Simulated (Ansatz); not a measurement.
TiAl:

```
Ti Al
1.0
     3.17906    0.00000    0.00000
     0.00000    3.17906    0.00000
     0.00000    0.00000    3.17906
Ti Al
1 1
Direct
  0.00000 0.00000 0.00000
  0.50000 0.50000 0.50000
```

The cell comes from a database or a generator and needn't be the stable form of this composition.

Base run:

```yaml
Program: Ansatz 0.2.0
Functional: PBE
Potentials_or_basis: all-electron LAPW, scalar-relativistic
Cutoff: 205 eV (chosen from the basis error)
Basis_error_allowed: 0.001 eV/atom
k_mesh: 8 × 8 × 8
Occupations: fermi-dirac, width 0.05 eV
Spin: no spin polarisation
```

Its results: pressure 0.8 GPa.

**Question.** The run is repeated on the same cell with these changes: functional from PBE to PBEsol. What comes out?

**Answer.** Pressure -2.4 GPa.

PBEsol binds more tightly than PBE, so the same cell stands under less pressure.
